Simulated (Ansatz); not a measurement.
The system is BaTiO3.

```
CELL_PARAMETERS angstrom
-0.09159 0.02278 -3.96240
3.88088 4.13178 0.06850
3.92317 -4.17407 0.11386
ATOMIC_POSITIONS crystal
Ba 0.99749 0.00015 0.00043
Ba 0.99982 0.49875 0.50109
Ti 0.50075 0.49906 0.99785
Ti 0.50366 0.99877 0.49738
O 0.99896 0.49878 0.99824
O 0.00194 0.99976 0.50212
O 0.49413 0.25153 0.25251
O 0.49937 0.75231 0.74826
O 0.50326 0.25086 0.74969
O 0.50062 0.75003 0.25243
```

| Quantity | Value |
| --- | --- |
| Program | Ansatz 0.2.0 |
| Task | relaxation of cell and atoms |
| Functional | r2SCAN |
| Dispersion | rVV10 |
| Potentials or basis | Ansatz PAW |
| Cutoff | 500 eV (not typed: the program's choice for these potentials) |
| k mesh | 7 × 5 × 5 |
| Occupations | fermi-dirac, width 0.05 eV |
| Spin | no spin polarisation |

At the start: volume 12.83 Å³/atom.

Problem. How do energy, volume and symmetry change on relaxing?

Solution. It ends after 8 steps and the volume is 12.84 Å³/atom (+0.1 %); space group R3m (No. 160, to 0.05 Å).

Step by step:
```tsv
step	energy change (eV)	largest force (eV/Å)	volume (Å³)
1	0.0000	0.2697	128.34
2	-0.1485	0.2585	126.37
3	-0.3199	0.0985	126.20
4	-0.3273	0.1557	126.39
5	-0.3435	0.3348	129.02
6	-0.3721	0.0645	128.29
7	-0.3728	0.0056	128.41
8	-0.3727	0.0051	128.41
```

Final structure:
```
Ba Ti O
1.0
    -0.00572    0.00517   -4.00347
     4.00064    3.99796   -0.00006
     4.01170   -4.00850    0.01037
Ba Ti O
2 2 6
Cartesian
  -0.0303 0.0289 -4.0273
  3.9759 0.0235 -4.0221
  5.9350 -1.9348 -2.0637
  5.9294 2.0684 -2.0689
  6.0285 -2.0262 -3.9405
  6.0287 1.9719 0.0578
  2.0224 -0.0526 -1.9772
  6.0289 -0.0579 -1.9721
  4.0603 -2.0256 -1.9725
  4.0547 1.9774 -1.9777
```

Caveat: the plane-wave basis is chosen anew once the cell has moved, so the energies of steps on either side of that aren't comparable; the PAW data sets come from PBE, with cores solved anew for the run's functional, which leaves a small shift of forces and pressure.
